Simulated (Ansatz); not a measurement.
**Gallium, alpha-Ga (Cmce) under revPBE: ground state and equation of state**

What does revPBE give for gallium in the alpha-Ga (Cmce) structure? We relax it, solve it on a dense k-mesh, switch on spin-orbit coupling, then scale the cell to 7 volumes from 88 to 112 % of the relaxed one and try a fit of the equation of state. The k-meshes are 8×8×7 for the relaxation; 10×10×9 for the dense run; 8×8×7 for spin-orbit coupling; 10×10×9 for the volumes. The starting cell is the deposited one, from the Crystallography Open Database.

Computed with Ansatz 0.2.0 (DFT revPBE, plane waves (420 eV) with PAW, scalar-relativistic; the PAW data stem from PBE, with regenerated cores, unless a step says otherwise).

## 1. Starting point

The structure is orthorhombic, space group Cmce (No. 64). Conventional cell: a = 4.523 Å, b = 7.661 Å, c = 4.524 Å, α = 90.00°, β = 90.00°, γ = 90.00°. Around Ga (site symmetry m) lie 7 Ga at 2.48 to 2.79 Å.

Structure file:

```xyz
4
Lattice="2.2615 -3.8305 0.0000 2.2615 3.8305 0.0000 0.0000 0.0000 4.5240" Properties=species:S:1:pos:R:3 pbc="T T T"
Ga    2.2615   -2.6438    0.3664
Ga    2.2615   -1.1867    2.6284
Ga    2.2615    2.6438    4.1576
Ga    2.2615    1.1867    1.8956
```

## 2. Relaxing cell and atoms

input.yaml

```yaml
crystal:
  lattice:
    - [2.2615, -3.8305, 0.0]
    - [2.2615, 3.8305, 0.0]
    - [0.0, 0.0, 4.524]
  atoms:
    - { symbol: Ga, position: [0.8451, 0.1549, 0.081] }
    - { symbol: Ga, position: [0.6549, 0.3451, 0.581] }
    - { symbol: Ga, position: [0.1549, 0.8451, 0.919] }
    - { symbol: Ga, position: [0.3451, 0.6549, 0.419] }
hamiltonian:
  xc: revpbe
  pseudopotentials:
    kind: paw
    azcp:
      Ga: "pseudopotentials/Ga.paw.azcp"
basis:
  ecutwfc: 420
  fft_grid_basis: typed
kpoints:
  mp_grid: { grid: [8, 8, 7], shift: [0, 0, 0] }
magnetization:
  spin_polarized: false
scf:
  occupations: { method: fermi_dirac, width: 0.1 }
relax:
  max_steps: 60
  f_tol: 0.01
  cell: {}
```

Standard output (excerpt; [...] marks lines left out):

```text
Warning: RAYON_NUM_THREADS=4 ignored (pool sized by the plan → 4); use --threads N
[...]
Pseudopotentials: kind: paw
Pseudopotential: Ga, paw, valence charge 13, recommended cutoff 420 eV (normal), <dir>
Functional definition: revPBE
[...]
Crystal: 4 atoms, lattice volume = 78.380 Å³
Basis set: ecut = 420 eV, 1517 PW (Γ), exchange–correlation on 60×60×64 points (8 copies of the dense FFT grid, shifted against one another)
Bands: 32, of which v1, the nominal top of the filled ones, is band 26 counted from 1 (25 counted from 0)
Symmetry: 8 space group operations
Space group: Cmce (ITA 64), of the structure as read, at distance tolerance 4.3e-5 Å
k-points: 84 of 448
[...]
SCF iter   1: F=—  HF=-15147.952891 eV  |F-HF|=—  |Δ(HF+E_count)|=         —  Δρ=3.39e-3  dr2=4.54e-3  ethr=1.77e-3  ⟨swp⟩=5.6  Hψ=10310  notcnv=0
[...]
relax step   1: F+E_penalty+E_count = -15147.94942809 eV  Δ(F+E_penalty+E_count) = +0.000e0 eV  max|allowed force component| = 8.946e-2 eV/Å  Δτ_max = 0.0000 Å  P = +3.344 GPa  Ω = 78.380 Å³  (7 SCF iters, dr2 threshold 1.00e-7 eV, accepted)
[...]
relax step   5: F+E_penalty+E_count = -15148.00168992 eV  Δ(F+E_penalty+E_count) = -1.845e-4 eV  max|allowed force component| = 2.764e-3 eV/Å  Δτ_max = 0.0005 Å  P = -0.006 GPa  Ω = 83.729 Å³  energy of the carried Pulay correction = -1.726e-3 eV  (6 SCF iters, dr2 threshold 2.31e-8 eV, accepted)
[...]
relax step   6: F+E_penalty+E_count = -15148.00323315 eV  Δ(F+E_penalty+E_count) = -1.543e-3 eV  max|allowed force component| = 2.624e-3 eV/Å  Δτ_max = 0.0000 Å  P = -0.015 GPa  Ω = 83.729 Å³  stress off target by 1.90e-2 GPa  SCF on the basis re-selected at this cell (its energy is not [...]
SCF converged after 9 iterations
Free energy (F): -15148.003233 eV
[...]
E sigma→0 (E₀):  -15147.986277 eV
Entropy (-TS):   -0.033912 eV (-8.478 meV/atom)
Fermi energy:    8.326296 eV
[...]
--- Forces (eV/Å), atoms counted from 1 ---
  atom   1  Ga     0.00000000     0.00262429     0.00061690
  atom   2  Ga    -0.00000000    -0.00262429     0.00061690
  atom   3  Ga     0.00000000    -0.00262429    -0.00061690
  atom   4  Ga     0.00000000     0.00262429    -0.00061690
[...]
--- Stress (GPa, compression-positive) ---
       -0.008972       0.000000       0.000000
        0.000000      -0.018016       0.000000
        0.000000       0.000000      -0.018956
  P = ⅓ Tr σ = -0.0153 GPa (-0.153 kbar)
--- Relaxed structure (5 steps of the walk, 5 accepted, 1 SCFs on fresh bases) ---
  F+E_penalty+E_count = -15148.00323315 eV   max|allowed force component| = 2.624e-3 eV/Å   (the final SCF, on the basis selected at the relaxed cell)
  cell:  # Å, volume = 83.7291 Å³
    - [2.3354746722360242, -3.9090875423816938, 1.1711512484026028e-33]
    - [2.3354746722360242, 3.9090875423816938, -9.516593953502657e-33]
    - [-8.347287817349691e-33, -6.311363959459522e-33, 4.585597026824301]
  atoms:
    - { symbol: Ga, position: [0.84394166613589, 0.15605833386410994, 0.08268130584856573] }
    - { symbol: Ga, position: [0.6560583338641099, 0.34394166613588995, 0.5826813058485657] }
    - { symbol: Ga, position: [0.15605833386410994, 0.84394166613589, 0.9173186941514341] }
    - { symbol: Ga, position: [0.34394166613588995, 0.6560583338641099, 0.41731869415143424] }
```

It took 15 s on 4 threads of an x86-64 CPU, shared host; peak memory 0.62 GiB.

The steps of the relaxation:

```
step  energy change (meV/atom)  largest force (eV/Å)  pressure (GPa)  volume (Å³/atom)
   1                      0.00                0.0895            3.34            19.595
   2                    -11.94                0.0833            0.69            20.596
   3                    -12.96                0.0151            0.09            20.875
   4                    -13.02                0.0016           -0.02            20.929
   5                    -13.07                0.0028           -0.01            20.932
   6                    -13.45                0.0026           -0.02            20.932
```

Steps that repeat a cell are solved on a basis chosen anew, so their changes of energy are no gain of the relaxation.

Changes in the cell that was computed:

|  | before | after | change |
| --- | --- | --- | --- |
| a (Å) | 4.448 | 4.554 | +2.4 % |
| b (Å) | 4.448 | 4.554 | +2.4 % |
| c (Å) | 4.524 | 4.586 | +1.4 % |
| γ (°) | 118.89 | 118.29 | -0.5 % |
| volume (Å³/atom) | 19.595 | 20.932 | +6.8 % |
| shortest distance (Å) | 2.484 | 2.555 | +2.9 % |
| space group (spins left aside) | Cmce | Cmce | same |

## 3. Dense single point

input.yaml

```yaml
crystal:
  lattice:
    - [2.3354746722, -3.9090875424, 0.0]
    - [2.3354746722, 3.9090875424, 0.0]
    - [0.0, 0.0, 4.5855970268]
  atoms:
    - { symbol: Ga, position: [0.8439416661, 0.1560583339, 0.0826813058] }
    - { symbol: Ga, position: [0.6560583339, 0.3439416661, 0.5826813058] }
    - { symbol: Ga, position: [0.1560583339, 0.8439416661, 0.9173186942] }
    - { symbol: Ga, position: [0.3439416661, 0.6560583339, 0.4173186942] }
hamiltonian:
  xc: revpbe
  pseudopotentials:
    kind: paw
    azcp:
      Ga: "pseudopotentials/Ga.paw.azcp"
basis:
  ecutwfc: 420
  fft_grid_basis: typed
kpoints:
  mp_grid: { grid: [10, 10, 9], shift: [0, 0, 0] }
magnetization:
  spin_polarized: false
scf:
  occupations: { method: fermi_dirac, width: 0.1 }
```

Standard output (excerpt; [...] marks lines left out):

```text
Warning: RAYON_NUM_THREADS=4 ignored (pool sized by the plan → 4); use --threads N
[...]
[... 3 set-up lines as earlier in the session ...]
[...]
Crystal: 4 atoms, lattice volume = 83.729 Å³
Basis set: ecut = 420 eV, 1645 PW (Γ)
Bands: 30, of which v1, the nominal top of the filled ones, is band 26 counted from 1 (25 counted from 0)
[... 1 set-up line as earlier in the session ...]
Space group: Cmce (ITA 64), of the structure as read, at distance tolerance 4.4e-5 Å
k-points: 155 of 900
[...]
SCF iter   1: F=—  HF=-15148.007326 eV  |F-HF|=—  |Δ(HF+E_count)|=         —  Δρ=2.85e-3  dr2=2.96e-3  ethr=1.77e-3  ⟨swp⟩=5.6  Hψ=17255  notcnv=0
[...]
SCF iter   7: F=-15148.004661 eV  HF=-15148.004661 eV  |F-HF|=1.77e-8  |Δ(HF+E_count)|=   7.75e-8  Δρ=5.58e-6  dr2=3.63e-8  ethr=1.92e-10  ⟨swp⟩=3.0  Hψ=12551  notcnv=0
[...]
SCF converged after 7 iterations
Free energy (F): -15148.004661 eV
[...]
E sigma→0 (E₀):  -15147.987295 eV
Entropy (-TS):   -0.034732 eV (-8.683 meV/atom)
Fermi energy:    8.286477 eV
[...]
```

Run time: 4.1 s. Hardware: 4 threads of an x86-64 CPU, shared host; peak memory 0.69 GiB.

## 4. With spin-orbit coupling

input.yaml, as its differences from that of step 3:

```diff
@@ -13,3 +13,3 @@
   pseudopotentials:
-    kind: paw
+    kind: paw_fr
     azcp:
@@ -20,5 +20,6 @@
 kpoints:
-  mp_grid: { grid: [10, 10, 9], shift: [0, 0, 0] }
+  mp_grid: { grid: [8, 8, 7], shift: [0, 0, 0] }
 magnetization:
-  spin_polarized: false
+  noncollinear: true
+  spin_orbit: true
 scf:
```

Standard output (excerpt; [...] marks lines left out):

```text
Warning: RAYON_NUM_THREADS=4 ignored (pool sized by the plan → 4); use --threads N
[...]
Pseudopotentials: kind: paw_fr
Pseudopotential: Ga, paw_fr, valence charge 13, recommended cutoff 420 eV (normal), <dir>
[... 1 set-up line as earlier in the session ...]
[...]
non-collinear run that drives no moment, with spin-orbit: no starting moment large enough to seed its density (crystal.atoms[].spin), no starting occupations that ask for one, no magnetisation constraint and no magnetic field, so the semilocal B_xc is pinned to zero
Crystal: 4 atoms, lattice volume = 83.729 Å³
Basis set: ecut = 420 eV, 1645 PW (Γ)
Bands: 64, of which v1, the nominal top of the filled ones, is band 52 counted from 1 (51 counted from 0)
Symmetry: 8 space group operations + 8 with time reversal
Magnetic group: BNS 64.470 (UNI 568), of the structure as read, at distance tolerance 4.4e-5 Å
k-points: 84 of 448
[...]
spin=Noncollinear: Kerker preconditioning applied to the charge; magnetization (m_x, m_y, m_z) channels mix plain (no charge-response kernel on spin).
[...]
SCF iter   9: F=-15148.320891 eV  HF=-15148.320891 eV  |F-HF|=5.70e-9  |Δ(HF+E_count)|=   2.79e-7  Δρ=2.87e-6  dr2=6.90e-9  dr2_m=0.00e0 (ungated)  ethr=1.92e-10  |M|=0.00e0 ∫|m|=0.00e0 μB  |m|>n=0.0e0 m-floor=0.0e0 τ_xc=0.0e0  ⟨swp⟩=2.8  Hψ=5426  notcnv=0
[...]
SCF converged after 9 iterations
Magnetization: |M| = 0.0000 μB,  M = (+0.0000, +0.0000, +0.0000) μB
Absolute magnetization: 0.0000 μB (∫|m|)
  site 0: m = (+0.0000, +0.0000, +0.0000) μB, |m| = 0.0000 μB  (R = 1.05 Å)
  site 1: m = (+0.0000, +0.0000, +0.0000) μB, |m| = 0.0000 μB  (R = 1.05 Å)
  site 2: m = (+0.0000, +0.0000, +0.0000) μB, |m| = 0.0000 μB  (R = 1.05 Å)
  site 3: m = (+0.0000, +0.0000, +0.0000) μB, |m| = 0.0000 μB  (R = 1.05 Å)
Free energy (F): -15148.320891 eV
[...]
E sigma→0 (E₀):  -15148.303947 eV
Entropy (-TS):   -0.033889 eV (-8.472 meV/atom)
Fermi energy:    8.324454 eV
[...]
```

It took 14 s on 4 threads of an x86-64 CPU, shared host; peak memory 1.1 GiB.

With and without spin-orbit coupling:

```
                          scalar-relativistic      with spin-orbit coupling
         k-mesh                       10×10×9                         8×8×7
gap on the mesh  none (levels filled in part)  none (levels filled in part)
```

The meshes differ, so small differences between the columns need not come from spin-orbit coupling.

## 5. At 88 % of the relaxed volume

input.yaml

```yaml
crystal:
  lattice:
    - [2.238047944, -3.7460159347, 0.0]
    - [2.238047944, 3.7460159347, 0.0]
    - [0.0, 0.0, 4.3943041302]
  atoms:
    - { symbol: Ga, position: [0.8439416661, 0.1560583339, 0.0826813058] }
    - { symbol: Ga, position: [0.6560583339, 0.3439416661, 0.5826813058] }
    - { symbol: Ga, position: [0.1560583339, 0.8439416661, 0.9173186942] }
    - { symbol: Ga, position: [0.3439416661, 0.6560583339, 0.4173186942] }
hamiltonian:
  xc: revpbe
  pseudopotentials:
    kind: paw
    azcp:
      Ga: "pseudopotentials/Ga.paw.azcp"
basis:
  ecutwfc: 420
  fft_grid_basis: typed
kpoints:
  mp_grid: { grid: [10, 10, 9], shift: [0, 0, 0] }
magnetization:
  spin_polarized: false
scf:
  occupations: { method: fermi_dirac, width: 0.1 }
output:
  stress: true
```

Standard output (excerpt; [...] marks lines left out):

```text
Warning: RAYON_NUM_THREADS=4 ignored (pool sized by the plan → 4); use --threads N
[...]
[... 3 set-up lines as earlier in the session ...]
[...]
Crystal: 4 atoms, lattice volume = 73.682 Å³
Basis set: ecut = 420 eV, 1473 PW (Γ)
Bands: 30, of which v1, the nominal top of the filled ones, is band 26 counted from 1 (25 counted from 0)
[... 1 set-up line as earlier in the session ...]
Space group: Cmce (ITA 64), of the structure as read, at distance tolerance 4.2e-5 Å
k-points: 155 of 900
[...]
SCF iter   1: F=—  HF=-15147.793595 eV  |F-HF|=—  |Δ(HF+E_count)|=         —  Δρ=3.28e-3  dr2=3.85e-3  ethr=1.77e-3  ⟨swp⟩=5.5  Hψ=17468  notcnv=0
[...]
SCF iter   7: F=-15147.789794 eV  HF=-15147.789794 eV  |F-HF|=3.87e-9  |Δ(HF+E_count)|=   5.53e-8  Δρ=7.39e-6  dr2=3.15e-8  ethr=1.92e-10  ⟨swp⟩=4.7  Hψ=18816  notcnv=0
[...]
SCF converged after 7 iterations
Free energy (F): -15147.789794 eV
[...]
E sigma→0 (E₀):  -15147.774632 eV
Entropy (-TS):   -0.030322 eV (-7.581 meV/atom)
Fermi energy:    9.906943 eV
[...]
--- Stress (GPa, compression-positive) ---
        7.083265       0.000000       0.000000
        0.000000       8.317267       0.000000
        0.000000       0.000000       8.252517
  P = ⅓ Tr σ = 7.8843 GPa (78.843 kbar)
```

Wall time 3.9 s (4 threads of an x86-64 CPU, shared host); peak memory 0.65 GiB.

[end of part 1 of 2]
